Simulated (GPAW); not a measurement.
The system is ZrS.

```xyz
2
Lattice="0.0000 2.6250 2.6250 2.6250 0.0000 2.6250 2.6250 2.6250 0.0000" Properties=species:S:1:pos:R:3 pbc="T T T"
Zr    0.0000    0.0000    0.0000
S     2.6250    2.6250    2.6250
```

* Program: GPAW 26.7.0
* Task: relaxation of cell and atoms
* Functional: BLYP
* Potentials or basis: PAW data sets generated in the run's folder for this functional
* Cutoff: 600 eV
* Basis: pw
* k mesh: 9 × 9 × 9
* Occupations: fermi-dirac, width 0.05 eV
* Spin: no spin polarisation

At the start: pressure 4.5 GPa; volume 18.09 Å³/atom.

Where does the relaxation end?

Over 3 steps the energy falls by 9.7 meV/atom and the volume is 18.74 Å³/atom (+3.6 %); space group Fm-3m (No. 225, to 0.05 Å).

The path:
| step | energy change (eV) | largest force (eV/Å) | pressure (GPa) | volume (Å³) |
| --- | --- | --- | --- | --- |
| 1 | 0.0000 | 0.0000 | 4.55 | 36.18 |
| 2 | -0.0100 | 0.0000 | 3.09 | 36.58 |
| 3 | -0.0195 | 0.0000 | 0.13 | 37.47 |

Final structure:
```
CELL_PARAMETERS angstrom
0.00000 2.65600 2.65600
2.65600 0.00000 2.65600
2.65600 2.65600 0.00000
ATOMIC_POSITIONS crystal
Zr 0.00000 0.00000 0.00000
S 0.50000 0.50000 0.50000
```

Caveat: later steps reuse the first step's grids.
